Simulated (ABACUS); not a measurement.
The system is GaP.

```xyz
2
Lattice="0.0000 2.7252 2.7252 2.7252 0.0000 2.7252 2.7252 2.7252 0.0000" Properties=species:S:1:pos:R:3 pbc="T T T"
Ga    0.0000    0.0000    0.0000
P     1.3626    1.3626    1.3626
```

A run of ABACUS 3.10.1 on this cell left the log below. Logs are shortened: lines on timing, memory, paths and dates and some standing lists are left out, and cuts for length are marked.

```text
ABACUS v3.10.1

               Atomic-orbital Based Ab-initio Computation at UStc

 ------------------------------------------------------------------------------------

 READING GENERAL INFORMATION
                           global_out_dir = OUT.GaP/
                           global_in_card = INPUT
                               pseudo_dir = ./
                              orbital_dir =
                                    DSIZE = 4
                                    GSIZE = 1

 READING UNITCELL INFORMATION
                                    ntype = 2
                  lattice constant (Bohr) = 1.88973
              lattice constant (Angstrom) = 1

 READING ATOM TYPE 1
                               atom label = Ga
                      L=0, number of zeta = 1
                      L=1, number of zeta = 1
                      L=2, number of zeta = 1
             number of atom for this type = 1

 READING ATOM TYPE 2
                               atom label = P
                      L=0, number of zeta = 1
                      L=1, number of zeta = 1
                      L=2, number of zeta = 1
             number of atom for this type = 1

                        TOTAL ATOM NUMBER = 2
DIRECT COORDINATES
    atom                   x                   y                   z     mag                  vx                  vy                  vz
taud_Ga1            0.0000000000        0.0000000000        0.0000000000  0.0000        0.0000000000        0.0000000000        0.0000000000
taud_P1            0.2500000000        0.2500000000        0.2500000000  0.0000        0.0000000000        0.0000000000        0.0000000000

                          Volume (Bohr^3) = 273.178
                             Volume (A^3) = 40.4807

 Lattice vectors: (Cartesian coordinate: in unit of a_0)
                   +0            +2.72525            +2.72525
             +2.72525                  +0            +2.72525
             +2.72525            +2.72525                  +0
 Reciprocal vectors: (Cartesian coordinate: in unit of 2 pi/a_0)
            -0.183469           +0.183469           +0.183469
            +0.183469           -0.183469           +0.183469
            +0.183469           +0.183469           -0.183469
 The esolver type has been set to : ksdft_pw

[... 151 lines left out ...]

 Init Non-Local PseudoPotential table :
 Init Non-Local-Pseudopotential done.

                                     npwx = 4279

 -------------------------------------------
 NONSELF-CONSISTENT
 -------------------------------------------
                                 init_chg = file
 try to read charge from file
 Read in the charge density: OUT.GaP//GaP-CHARGE-DENSITY.restart
 try to read kinetic energy density from file
 Read in the kinetic energy density: OUT.GaP//GaP-TAU-DENSITY.restart

 PW ALGORITHM --------------- ION=   1  ELEC=   1--------------------------------
 k(1/102) Iter steps (avg)=12 threshold=1e-07
 k(2/102) Iter steps (avg)=12 threshold=1e-07
 k(3/102) Iter steps (avg)=12 threshold=1e-07
 k(4/102) Iter steps (avg)=13 threshold=1e-07
 k(5/102) Iter steps (avg)=13 threshold=1e-07
 k(6/102) Iter steps (avg)=14 threshold=1e-07
 k(7/102) Iter steps (avg)=15 threshold=1e-07
 k(8/102) Iter steps (avg)=16 threshold=1e-07
 k(9/102) Iter steps (avg)=18 threshold=1e-07
 k(10/102) Iter steps (avg)=19 threshold=1e-07
[... 6 lines left out ...]
 k(17/102) Iter steps (avg)=19 threshold=1e-07
 k(18/102) Iter steps (avg)=22 threshold=1e-07
 k(19/102) Iter steps (avg)=22 threshold=1e-07
 k(20/102) Iter steps (avg)=20 threshold=1e-07
 k(21/102) Iter steps (avg)=19 threshold=1e-07
 k(22/102) Iter steps (avg)=21 threshold=1e-07
 k(23/102) Iter steps (avg)=19 threshold=1e-07
 k(24/102) Iter steps (avg)=19 threshold=1e-07
 k(25/102) Iter steps (avg)=17 threshold=1e-07
 k(26/102) Iter steps (avg)=18 threshold=1e-07
[... levels at 26 k points of this process ...]

 Density error is 0.00000000000
                          Error Threshold = 1.00000000000e-07
----------------------------------------------------------
     Energy           Rydberg                 eV
----------------------------------------------------------
 E_KohnSham     -144.2621895693      -1962.7877840992
 E_KS(sigma->0) -144.2621895688      -1962.7877840919
 E_Harris       -144.2621895693      -1962.7877840992
 E_band         -3.5176728204        -47.8603940573
 E_one_elec     -77.4697329294       -1054.0297903787
 E_Hartree      50.8362797480        691.6630696946
 E_xc           -21.1511124987       -287.7756490215
 E_Ewald        -96.4776238881       -1312.6454143789
 E_entropy(-TS) -0.0000000011        -0.0000000147
 E_descf        0.0000000000         0.0000000000
 E_exx          0.0000000000         0.0000000000
 E_Fermi        0.6256458027         8.5123478466
----------------------------------------------------------

 charge density convergence is achieved
 final etot is -1962.7877841 eV
 EFERMI = 8.5123478466 eV

 STATE ENERGY(eV) AND OCCUPATIONS    NSPIN == 1
 1/26 kpoint (Cartesian) = 0.0000 0.0000 0.0000 (4279 pws)
       1       -6.79547      0.0196078
       2       -6.79547      0.0196078
       3       -6.79547      0.0196078
       4       -6.69605      0.0196078
       5       -6.69605      0.0196078
       6       -5.04081      0.0196078
[... 104 lines left out ...]
       6       -3.97856      0.0196078
[... 11 lines left out ...]
      18        22.5635        0.00000
      19        22.6592        0.00000

[... levels at 20 further k points ...]

 --------------------------------------------
 !FINAL_ETOT_IS -1962.787784099200 eV
 --------------------------------------------

 Output bands in file: OUT.GaP/BANDS_1.dat
```

What input gives this log?

Band structure with TPSS, no spin polarisation. The files as run (others can give the same):

INPUT
```
INPUT_PARAMETERS
suffix              GaP
calculation         nscf
basis_type          pw
pseudo_dir          ./
symmetry            -1
dft_functional      MGGA_X_TPSS+MGGA_C_TPSS
ecutwfc             94.0
pseudo_rcut         10
nspin               1
nbands              19
ks_solver           dav
smearing_method     fd
smearing_sigma      0.00367493
scf_thr             1e-08
scf_nmax            100
mixing_type         broyden
mixing_beta         0.7
mixing_tau          1
init_chg            file
pw_diag_thr         1e-07
out_band            1
kpar                4
```

STRU
```
ATOMIC_SPECIES
Ga 69.7230 Ga_ONCV_PBE-1.2.upf
P 30.9738 P_ONCV_PBE-1.2.upf

LATTICE_CONSTANT
1.8897261246

LATTICE_VECTORS
0.0000000000 2.7252500000 2.7252500000
2.7252500000 0.0000000000 2.7252500000
2.7252500000 2.7252500000 0.0000000000

ATOMIC_POSITIONS
Direct

Ga
0.0
1
0.0000000000 0.0000000000 0.0000000000 1 1 1

P
0.0
1
0.2500000000 0.2500000000 0.2500000000 1 1 1
```

KPT
```
K_POINTS
12
Line
0.00000000 0.00000000 0.00000000 10 // G
0.50000000 0.00000000 0.50000000 10 // X
0.50000000 0.25000000 0.75000000 10 // W
0.37500000 0.37500000 0.75000000 10 // K
0.00000000 0.00000000 0.00000000 10 // G
0.50000000 0.50000000 0.50000000 10 // L
0.62500000 0.25000000 0.62500000 10 // U
0.50000000 0.25000000 0.75000000 10 // W
0.50000000 0.50000000 0.50000000 10 // L
0.37500000 0.37500000 0.75000000 1 // K
0.62500000 0.25000000 0.62500000 10 // U
0.50000000 0.00000000 0.50000000 1 // X
```

Potentials or basis: SG15 ONCV 1.2 PBE, plane waves.
Command:
```console
$ OMP_NUM_THREADS=1 mpirun -np 4 abacus > log
```

Caveat: the density is read from an earlier self-consistent run, whose mesh may be coarse.
